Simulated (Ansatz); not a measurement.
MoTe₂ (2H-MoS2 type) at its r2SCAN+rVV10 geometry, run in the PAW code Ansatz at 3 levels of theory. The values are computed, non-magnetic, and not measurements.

The PBE+SOC input:
```yaml
crystal:
  lattice:
    - [3.542132108, 0.0, 0.0]
    - [-1.771066054, 3.0675763891, 0.0]
    - [0.0, 0.0, 14.1766477339]
  atoms:
    - { symbol: Mo, position: [0.3333333333, 0.6666666667, 0.25] }
    - { symbol: Mo, position: [0.6666666667, 0.3333333333, 0.75] }
    - { symbol: Te, position: [0.6666666667, 0.3333333333, 0.3765847517] }
    - { symbol: Te, position: [0.6666666667, 0.3333333333, 0.1234152483] }
    - { symbol: Te, position: [0.3333333333, 0.6666666667, 0.8765847517] }
    - { symbol: Te, position: [0.3333333333, 0.6666666667, 0.6234152483] }
kpoints:
  mp_grid: { grid: [12, 12, 2] }
  band_path:
    path:
      - [0.0, 0.0, 0.0]
      - [0.5, 0.0, 0.0]
      - [0.3333333333, 0.3333333333, 0.0]
      - [0.0, 0.0, 0.5]
      - [0.5, 0.0, 0.5]
      - [0.3333333333, 0.3333333333, 0.5]
      - [0.195312, 0.197917, 0.0]
    npoints: 1
hamiltonian:
  xc: pbe
scf:
  occupations: { method: fermi_dirac, width: 0.02 }
  n_extra_bands: 10
magnetization:
  noncollinear: true
  spin_orbit: true
output:
  forces: true
  stress: true
  eigenvalues: true
```

Main results, then, where recorded, the levels near the gap in eV from the Fermi energy (columns number the bands from 0), one row a point of the path (Γ, M, K, A, L, H, K–Γ (0.41)):
```
Crystal: 6 atoms, lattice volume = 154.040 Å³
Symmetry: 24 space group operations + 24 with time reversal
Magnetic group: BNS 194.264 (UNI 1494)
```
```
Basis set: ecut = 420 eV, 2981 PW (Γ)
k-points: 38 of 288
SCF 1 converged in 9 iterations: F = -37846.622426 eV  dr2 = 6.55e-8
Free energy (F): -37846.622426 eV
Fermi energy:    12.386302 eV
--- Forces (eV/Å), atoms counted from 1 ---
  atom   1  Mo      0.00000      0.00000      0.00000
  atom   2  Mo      0.00000      0.00000      0.00000
  atom   3  Te      0.00000      0.00000      0.21002
  atom   4  Te      0.00000      0.00000    -0.21002
  atom   5  Te      0.00000      0.00000      0.21002
  atom   6  Te      0.00000      0.00000    -0.21002
--- Stress (GPa, compression-positive) ---
        1.588248       0.000000       0.000000
        0.000000       1.588248       0.000000
        0.000000       0.000000       2.800981
  P = ⅓ Tr σ = 1.9925 GPa (19.925 kbar)
```
```tsv
band_82	band_83	band_84	band_85	band_86	band_87	band_88	band_89	band_90	band_91	band_92	band_93	band_94	band_95	band_96	band_97
-1.344	-1.344	-1.318	-1.318	-1.287	-1.287	-0.837	-0.837	-0.380	-0.380	2.132	2.132	2.236	2.236	2.408	2.408
-2.196	-2.196	-1.363	-1.363	-1.319	-1.319	-0.966	-0.966	-0.766	-0.766	0.822	0.822	0.870	0.870	1.068	1.068
-3.399	-3.399	-2.245	-2.245	-2.171	-2.171	-0.715	-0.715	-0.422	-0.422	0.508	0.508	0.538	0.538	0.894	0.894
-1.614	-1.614	-1.331	-1.331	-1.331	-1.331	-0.489	-0.489	-0.489	-0.489	2.167	2.167	2.167	2.167	2.539	2.539
-2.285	-2.285	-1.327	-1.327	-1.327	-1.327	-0.870	-0.870	-0.870	-0.870	0.843	0.843	0.843	0.843	1.217	1.217
-3.024	-3.024	-2.346	-2.346	-2.314	-2.314	-0.691	-0.691	-0.479	-0.479	0.511	0.511	0.547	0.547	1.270	1.270
-2.383	-2.383	-1.690	-1.690	-1.449	-1.449	-1.101	-1.101	-0.924	-0.924	0.378	0.378	1.050	1.050	1.112	1.112
```

The PBE+SOC gap is indirect, 0.76 eV (Γ to K–Γ (0.41 of the way from K)), below the direct gap of 0.93 eV at K.

**Question.** In the first input these blocks are replaced (the band path and keys that only write files left aside):
```yaml
hamiltonian:
  xc: r2scan
scf:
  occupations: { method: fixed }
  n_extra_bands: 5
```
(magnetization left out)
What comes out?

**Answer.**
```
Basis set: ecut = 500 eV, 3939 PW (Γ)
k-points: 38 of 288
SCF 1 converged in 7 iterations: F = -37916.276293 eV  dr2 = 3.61e-8
Free energy (F): -37916.276293 eV
Fermi energy:    11.885861 eV
--- Forces (eV/Å), atoms counted from 1 ---
  atom   1  Mo      0.00000      0.00000      0.00000
  atom   2  Mo      0.00000      0.00000      0.00000
  atom   3  Te      0.00000      0.00000    -0.03362
  atom   4  Te      0.00000      0.00000      0.03362
  atom   5  Te      0.00000      0.00000    -0.03362
  atom   6  Te      0.00000      0.00000      0.03362
--- Stress (GPa, compression-positive) ---
        1.201124       0.000000       0.000000
        0.000000       1.201124       0.000000
        0.000000       0.000000       1.093620
  P = ⅓ Tr σ = 1.1653 GPa (11.653 kbar)
```
```tsv
band_41	band_42	band_43	band_44	band_45	band_46	band_47	band_48
-1.125	-1.125	-0.967	-0.501	0.000	2.983	2.983	3.093
-1.893	-0.995	-0.947	-0.716	-0.481	1.320	1.373	1.581
-3.303	-1.957	-1.957	-0.258	-0.069	1.015	1.015	1.405
-1.140	-1.140	-1.140	-0.118	-0.118	3.019	3.019	3.019
-1.980	-0.958	-0.958	-0.599	-0.599	1.343	1.343	1.731
-2.935	-2.080	-2.080	-0.178	-0.178	1.019	1.019	1.813
-2.114	-1.301	-1.219	-0.738	-0.644	0.884	1.566	1.623
```
r2SCAN gives an indirect gap of 0.88 eV, from Γ to K–Γ (0.41 of the way from K); the least direct gap is 1.08 eV at K. With the atoms held, the mean pressure is +1.17 GPa (compression positive).

**Question.** In the first input these blocks are replaced (the band path and keys that only write files left aside):
```yaml
kpoints:
  mp_grid: { grid: [6, 6, 2] }
hamiltonian:
  xc: pbe0
scf:
  occupations: { method: fixed }
  n_extra_bands: 5
```
(magnetization left out)
What comes out?

**Answer.**
```
Basis set: ecut = 420 eV, 2981 PW (Γ)
k-points: 14 of 72
SCF 1 stopped early in 5 iterations: F = -37833.440976 eV  dr2 = 1.09e-5
Exchange kernel: α = 0.2500, full range, Wigner–Seitz truncation, v(0) = 16885.3269 eV·Å³, q-mesh 6×6×2
SCF 2 stopped early in 8 iterations: F = -37850.929180 eV  dr2 = 2.91e-6
hybrid outer 1: dexx = +3.804e-2 eV, tail = 2.86e-4 eV
SCF 3 converged in 7 iterations: F = -37850.929404 eV  dr2 = 1.07e-9
hybrid outer 2: dexx = +6.455e-6 eV, tail = 6.84e-8 eV, Δε = 1.51e-3 eV, ΔF = 8.82e-5 eV/Å
Free energy (F): -37850.929405 eV
Fermi energy:    11.332806 eV
--- Forces (eV/Å), atoms counted from 1 ---
  atom   1  Mo      0.00000      0.00000      0.00000
  atom   2  Mo      0.00000      0.00000      0.00000
  atom   3  Te      0.00000      0.00000    -0.30961
  atom   4  Te      0.00000      0.00000      0.30961
  atom   5  Te      0.00000      0.00000    -0.30961
  atom   6  Te      0.00000      0.00000      0.30961
--- Stress (GPa, compression-positive) ---
       -1.911382       0.000000       0.000000
        0.000000      -1.911382       0.000000
        0.000000       0.000000      -1.144483
  P = ⅓ Tr σ = -1.6557 GPa (-16.557 kbar)
```
```tsv
band_41	band_42	band_43	band_44	band_45	band_46	band_47	band_48
-1.187	-1.187	-1.115	-0.544	0.000	4.146	4.146	4.267
-2.053	-1.128	-1.065	-0.725	-0.474	2.378	2.443	2.692
-3.578	-2.121	-2.121	-0.270	-0.041	2.011	2.011	2.407
-1.204	-1.204	-1.204	-0.132	-0.132	4.185	4.185	4.185
-2.154	-1.082	-1.082	-0.600	-0.600	2.407	2.407	2.871
-3.155	-2.263	-2.263	-0.170	-0.170	2.015	2.015	2.869
-2.313	-1.404	-1.310	-0.836	-0.724	1.830	2.639	2.739
```
The PBE0 gap is indirect, 1.83 eV (Γ to K–Γ (0.41 of the way from K)), below the direct gap of 2.05 eV at K. With the atoms held, the mean pressure is -1.7 GPa (compression positive). (The program warns that its thresholds are loose for a hybrid's stress.)

The hybrids run on coarser meshes, which limits their stresses and small splittings of levels.

Totals of different functionals, or with and without spin-orbit coupling, can't be compared.

Only the levels marked +SOC include spin-orbit coupling.

The meshes of the hybrids are coarse, so their gaps aren't converged to the digits shown.
